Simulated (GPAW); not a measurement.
Crystal: GaP.

```xyz
2
Lattice="0.0000 2.7252 2.7252 2.7252 0.0000 2.7252 2.7252 2.7252 0.0000" Properties=species:S:1:pos:R:3 pbc="T T T"
Ga    0.0000    0.0000    0.0000
P     1.3626    1.3626    1.3626
```

Base run:

| Property | Result |
| --- | --- |
| Program | GPAW 26.7.0 |
| Functional | PBE |
| Potentials or basis | PAW data sets generated in the run's folder for this functional |
| Cutoff | 600 eV |
| Basis | pw |
| k mesh | 8 × 8 × 8 |
| Occupations | fermi-dirac, width 0.05 eV |
| Spin | no spin polarisation |

Its results: band gap on the k mesh 1.67 eV, indirect (least direct gap 1.89 eV); pressure 4.5 GPa.

Question: The run is repeated on the same cell with these changes: potentials or basis from PAW data sets generated in the run's folder for this functional to JTH PAW 2.0, PBE; valence electrons from 8 to 18. What comes out?

Answer: Band gap on the k mesh 1.65 eV, indirect (least direct gap 1.82 eV); pressure 2.4 GPa.

Caveats: the program truncates these outside data sets (some runs).

A k mesh can miss the band edges.

Not every run made on this cell is shown here.
